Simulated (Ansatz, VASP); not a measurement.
## MnS: VASP beside Ansatz

```
Mn S
1.0
     0.00000    2.80000    2.80000
     2.80000    0.00000    2.80000
     2.80000    2.80000    0.00000
Mn S
1 1
Cartesian
  0.0000 0.0000 0.0000
  4.2000 4.2000 4.2000
```

Alike in both runs: task relaxation of cell and atoms; functional PBEsol; k mesh 14 × 14 × 14; occupations gaussian, width 0.1 eV; collinear spin.

|  | VASP | Ansatz |
| --- | --- | --- |
| version | VASP 6.6.1 | Ansatz 0.2.0 |
| potentials or method | VASP PAW PBE potentials, release 64 (Mn_pv, S) | scalar-relativistic, plane waves, PAW |
| plane-wave cutoff (eV) | 600 | 520 |
| valence electrons in the cell | 19 | 21 |

|  | VASP | Ansatz | Ansatz less VASP |
| --- | --- | --- | --- |
| gap on the k mesh at the Fermi level, each at its own relaxed structure (eV) | none | none | - |
| net moment per atom (μB) | 2.32 | 2.30 | -0.015 |
| size of the moment on the site where the two differ most (μB) | 4.12 | 3.90 | -0.227 |
| relaxed volume (Å³/atom) | 20.51 | 20.40 | -0.116 |
| relaxed cell length with the largest relative difference (Å) | 3.871 | 3.864 | -0.0073 |
| energy change over the relaxation (meV/atom) | -9 | -11 | -1.1 |

Site moments also hang on the region over which each program counts them. A gap of «none» marks a metal or a gap that the smearing closes. The two sets of potentials don't hold the same shells in valence.

Caveats: the PAW data sets were made with another functional, which shifts forces and pressure a little (VASP); a cell with one magnetic atom can't hold antiferromagnetic order, which such compounds often take; semilocal functionals often make such compounds metallic where correlation or magnetic order opens a gap, which also shifts bond lengths.
